A crystal of cadmium sulfide with the zinc-blende structure is held at seven volumes, and a hybrid density functional gives the pressure at each. The shortest distance is the bond between Cd and S. Pressure and stress count as positive when the crystal is compressed and pushes outward.

Zinc-blende CdS computed with Ansatz 0.2.0 using the HSE06 hybrid functional, PAW potentials, a plane-wave cutoff of 420 eV, a 6×6×6 k mesh and fixed occupations, without spin polarisation or spin-orbit coupling. The cells are the r2SCAN-relaxed cell and uniformly scaled copies of it. Pressure and stress are positive in compression.

```
volume (Å³/atom)  shortest distance (Å)  pressure (GPa)  stress xx (GPa)  stress yy (GPa)  stress zz (GPa)
          21.151                  2.395          16.800           16.800           16.800           16.800
          24.266                  2.507           3.300            3.300            3.300            3.300
          24.697                  2.522           2.000            2.000            2.000            2.000
          25.392                  2.545           0.200            0.200            0.200            0.200
          26.161                  2.571          -1.500           -1.500           -1.500           -1.500
          28.480                  2.645          -5.200           -5.200           -5.200           -5.200
          29.960                  2.690          -6.700           -6.700           -6.700           -6.700
```

Question 1. At what volume would this crystal rest if nothing held it?

Answer. It rests where the pressure is zero, which lies between the rows at 25.392 and 26.161 Å³/atom. The pressure drops from 0.2 to -1.5 GPa there, so a straight line crosses zero about an eighth of the way along, near 25.5 Å³/atom. At smaller volumes the crystal pushes outward, and at larger ones it pulls inward.

Remark. Pressure is the downhill slope of the energy E against the volume V, P = -dE/dV. Zero pressure therefore marks the bottom of the energy curve, and the later questions concern the shape of that curve.

Question 2. Why do the three stress columns repeat the pressure?

Answer. The crystal is cubic and was scaled equally in all directions, so no axis differs from another. The three stresses are one result printed three times and don't confirm each other. In the hexagonal wurtzite form of the same compound, the stress along the special axis could differ from the other two.

Question 3. Relative to the row at 25.392 Å³/atom, the smallest cell has edges 5.9% shorter and the largest has edges 5.7% longer. Why is the first pressure 2.5 times the size of the second?

Answer. The crystal stiffens when squeezed and softens when stretched. Its stiffness is the bulk modulus B, the pressure gained per relative loss of volume. Taken between neighbouring rows, B falls from about 98 GPa at the compressed end to about 30 GPa at the stretched end, and it falls at every step.

The main cause is argued from theory. When atoms approach, their filled shells overlap, and the Pauli principle forces the electrons into states of higher kinetic energy. This repulsion climbs steeply as the distance shrinks, while the attraction that binds the crystal changes more gently. Squeezing thus meets a wall that gets steeper, whereas stretching leaves the wall behind and works against a bond that is weakening. Plain geometry should add a smaller share: the same force between atoms makes a larger pressure when it is spread over a smaller area.

Remark. The energy parts of the same calculation fit this picture without proving it. From 25.392 to 28.480 Å³/atom the listed kinetic part falls by 1.3 eV per atom, yet the total energy rises by only 0.05 eV. Pressure is thus the small remainder of large opposing changes. The kinetic part also falls faster at small volume, as a steepening repulsion should: by 0.54 eV per Å³ between 24.266 and 25.392 Å³/atom, and by 0.41 eV per Å³ between 26.161 and 28.480. The exact size of each part depends on how the method divides the energy between the atomic cores and the space outside them.

Question 4. Put the stiffening into a formula and estimate the pressure at 29.960 Å³/atom.

Answer. A simple assumption is that stiffness grows linearly with pressure:

B = B₀ + B′P

Here B₀ is the stiffness at zero pressure and B′ says how fast it grows. Since B = -dP/d ln V, integration from the resting volume V₀ gives Murnaghan's law:

P = (B₀/B′) [(V₀/V)^B′ - 1]

A fit to all seven pressures gives V₀ = 25.49 Å³/atom, B₀ = 58.4 GPa and B′ = 4.35. The estimate is then:

V₀/V = 25.49/29.96 = 0.8508
0.8508^4.35 ≈ 0.495
P ≈ (58.4/4.35) × (0.495 - 1) ≈ -6.8 GPa

The table has -6.7 GPa. A crystal whose stiffness stayed at 59.49 GPa, the zero-pressure value from the Birch-Murnaghan fit of the next question, would pull back with 9.6 GPa, and at the smallest volume it would push with only 11.1 GPa instead of 16.8.

Remark. The worked row was part of the fit, so the agreement shows that the law can describe the curve, not that it predicted this point. When each row in turn is left out and then predicted, the root-mean-square miss is 0.6 GPa, against less than 0.1 GPa within the fit. The smallest cell lies far from all the others, so leaving it out turns the fit into a long extrapolation, and it is expected to supply most of this miss. The law is safer between known volumes than beyond them.

Question 5. How could one test the pressures without a measurement?

Answer. If pressure is the slope of the energy, adding up pressure times loss of volume must return the rise in energy. This was done with a Birch-Murnaghan curve, a close relative of the law above in which B′ may itself change, fitted to the same seven pressures. Compressing the crystal from 25.392 to 21.151 Å³/atom should then cost 191.7 meV per atom; the computed total energies give 192.3 meV. The other rows also agree to within 1 meV per atom, as the printed analysis shows.

Remark. The energies took no part in the fit, so this is a real check that stress and energy belong together. It matters because the stresses were converged only loosely. A miss of 0.6 meV over 4.2 Å³ corresponds to a mean pressure error of about 0.02 GPa, less than the rounding of the table. It can't reveal an error of the functional, the k mesh or the PAW potentials, which would enter both quantities alike.

Question 6. Which digits deserve trust, and what would another functional change?

Answer. Pressures printed to 0.1 GPa fix the resting volume to a few hundredths of an Å³ per atom. Stiffness suffers more, because it comes from differences: between 24.266 and 24.697 Å³/atom it is 74 GPa, but rounding alone could move it by 6 GPa, and the unrounded pressures of the same runs give 71 GPa. The fits use all rows and give 58 to 59 GPa at zero pressure, so the last digit already depends on the formula chosen.

The functional matters more for the volume than rounding does. The cell at 25.392 Å³/atom was relaxed with a different functional, r2SCAN, and the hybrid functional still finds 0.2 GPa in it. It prefers a volume about 0.4% larger, provided that relaxation ended close to zero pressure, which the data here don't show. Thermal and zero-point motion, which usually expand a crystal a little further, are absent from both. None of these digits tells how far the result lies from experiment, and HSE06 tends to make crystals of this kind slightly too large.

Question 7. What should change if tellurium replaces sulfur?

Answer. Stiffness is an energy per volume. The larger tellurium atom lengthens the bonds and spreads a somewhat weaker binding over more space, so cadmium telluride is softer, and the same relative squeeze needs less pressure. Zinc sulfide, with shorter bonds, lies on the stiffer side. The lopsided curve should remain in both, because its main cause, repulsion that steepens at short distance, is common to all three.

Question 8. Could a press bring this crystal to 16.8 GPa?

Answer. Probably not in this structure. Real cadmium sulfide changes to the denser rocksalt structure at a few GPa, far below 16.8 GPa, while the calculation holds the atoms in the zinc-blende pattern at any pressure. The smooth curve therefore gives no sign of the change. To find it, one would compute the same series for rocksalt and for wurtzite, the usual form at ambient conditions, and ask at each pressure which structure has the lowest E + PV.

Printed output of the fit:

```
fit of pressure on 7 rows: constant -13.42 +/- 0.067, coefficient of (vref/vol)**s 13.66 +/- 0.056, s 4.35; rms 0.0587, worst 24.266 -0.0897, leave-one-out rms 0.627
fit of pressure on 7 rows: coefficient of ((s/vol)**(2/3)-1)/2*(s/vol)**(5/3) 178.5 +/- 0.47, coefficient of (((s/vol)**(2/3)-1)/2)**2*(s/vol)**(5/3) 117.1 +/- 7.8, s 25.48; rms 0.0287, worst 24.266 -0.0489, leave-one-out rms 0.248
Pressure and stiffness:
     row  length change %  stiffness from row before GPa  rounding allowance GPa  constant-stiffness pressure GPa  Murnaghan GPa  Birch-Murnaghan GPa
  21.151            -5.91                            n/a                     n/a                            11.09          16.81                16.81
  24.266           -1.501                          98.26                  0.7279                            2.916           3.21                3.251
  24.697          -0.9208                          73.84                    5.68                            1.868          1.984                2.003
  25.392                0                          64.86                   3.603                           0.2175         0.2317               0.2192
  26.161           0.9995                          56.98                   3.352                           -1.557          -1.43                -1.47
   28.48              3.9                          43.56                   1.177                            -6.61         -5.135                -5.17
   29.96            5.669                          29.61                   1.974                           -9.623         -6.775               -6.733
Energy and gap:
     row  computed energy meV/atom  energy from pressure fit meV/atom  gap eV  gap slope per ln V eV
  21.151                     192.3                              191.7   2.512                    n/a
  24.266                     11.91                              11.77   2.217                 -2.146
  24.697                     4.795                              4.725   2.175                 -2.401
  25.392                         0                                  0   2.106                 -2.458
  26.161                     3.025                              3.111   2.031                 -2.532
   28.48                     52.98                              53.35   1.806                 -2.646
   29.96                     108.1                              108.7   1.667                  -2.75
Birch-Murnaghan volume at zero pressure, Å³/atom: 25.48
Birch-Murnaghan bulk modulus at zero pressure, GPa: 59.49
Birch-Murnaghan pressure derivative of the bulk modulus: 4.437
Murnaghan volume at zero pressure, Å³/atom: 25.49
Murnaghan bulk modulus at zero pressure, GPa: 58.39
size of largest pressure over size of largest tension: 2.507
HSE06 zero-pressure volume above the r2SCAN cell, %: 0.3663
volume shift for a pressure error of 0.05 GPa, Å³/atom: 0.02142
change of listed kinetic part from 24.266 to 28.480, eV/atom: -1.941
change of total energy over the same step, eV/atom: 0.04108
gap rise per GPa between 26.161 and 24.697, meV/GPa: 41.08
```
